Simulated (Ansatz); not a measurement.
## Sn: pressure against volume

Sn, I4/mmm, a = 3.509 Å, c = 4.335 Å. This isn't the element's structure at ambient conditions. Ansatz: PBE+D3(BJ), PAW, 420 eV, Γ-centred 16×16×16 mesh on 1 atom, Gaussian smearing 0.10 eV; no spin polarisation. Shape and atoms are relaxed at each volume; pressure is positive in compression.

```
V (Å³/atom) P (GPa)
     23.486        ?
     24.287     5.68
     25.087     3.26
     25.888     1.71
     26.689     0.00
     27.489    -1.44
     28.290    -2.68
     29.358    -4.06
```

Take V0 = 26.689 Å³/atom, fit the third-order Birch–Murnaghan form to the other rows, and predict the missing pressure.

With the Eulerian strain f = ½[(V0/V)^(2/3) − 1] and y = P/[3f(1 + 2f)^(5/2)], the form is the line y = B0 + 1.5 B0 (B0′ − 4) f. Rows (f, y): 0.03245, 49.9; 0.02107, 46.5; 0.01026, 52.8; -0.00975, 51.7; -0.01905, 51.7; -0.03078, 51.5. Means f = 0.0007000, y = 50.683; Σ(Δf)² = 0.003005, ΣΔfΔy = -0.1463; the slope is their ratio. y = 50.72 − 48.68 f GPa, so B0 = 50.7 GPa and B0′ = 4 + 2 × (-48.68)/(3 × 50.72) = 3.36. At V = 23.486, f = 0.04448, y = 48.55 and P = 8.02 GPa. The run gave 8.53 GPa, so the fit is 0.51 GPa too low, 4.1 % of the span of the series, against an rms of 0.11 GPa on the fitted rows. The row lies outside the fitted range. A fourth-order term fitted to the same rows gives P = 7.75 GPa at this row's volume (the line 8.02, the run 8.53), no gain.